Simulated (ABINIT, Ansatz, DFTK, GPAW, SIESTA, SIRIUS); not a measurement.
**MgB2: programs and potentials compared**

```
Mg B
1.0
     3.08500    0.00000    0.00000
    -1.54250    2.67169    0.00000
     0.00000    0.00000    3.52300
Mg B
1 2
Direct
  0.01959 0.99359 0.99020
  0.66441 0.32161 0.49171
  0.33637 0.66639 0.50926
```

Atoms were shifted at random by some hundredths of an Å from the given cell, which wasn't relaxed again for these runs.

Alike in all runs: task single point; functional PBEsol; k mesh 10 × 10 × 8; occupations fermi-dirac, width 0.05 eV; no spin polarisation; no spin-orbit coupling. Pressure is positive in compression and, in plane waves, holds the error of the finite cutoff, which Ansatz's Pulay term estimates and takes out.

```tsv
program and potentials	plane-wave cutoff (eV)	notes	band gap (eV)	pressure (GPa)	largest force (eV/Å)	energy over the undisturbed cell (meV/atom)
Ansatz, Ansatz PAW	420	potentials made for PBE, which Ansatz adapts in part; Pulay term of +0.17 GPa included	no gap	-2.73	0.734	10.83
GPAW, PAW data sets generated for this functional	800	-	no gap	-2.78	0.737	10.88
SIESTA, files PseudoDojo sr-pbesol-0.4.1-standard, DZP (energy shift 0.003 Ry; two zetas on semicore shells)	-	atomic basis	no gap	2.61	0.728	11.06
Ansatz, all-electron LAPW, scalar-relativistic	-	-	?	?	?	-
SIRIUS, PseudoDojo 0.4.1 PBEsol standard (scalar relativistic)	1152	-	no gap	-2.37	0.737	-
ABINIT, PseudoDojo NC SR PBEsol v0.4.1 standard	1143	-	no gap	-2.37	0.738	-
DFTK, PseudoDojo SR PBEsol 0.4.1 standard (PBEsol)	1143	-	no gap	-2.37	0.737	-
```

Q: Estimate from the other rows what the run with Ansatz, all-electron LAPW, scalar-relativistic gave.

A: No band gap; pressure -2.78 GPa; largest force 0.735 eV/Å. The other rows, which needn't bracket it: pressure -2.78 to 2.61; largest force 0.728 to 0.738; energy over the undisturbed cell 10.83 to 11.06.
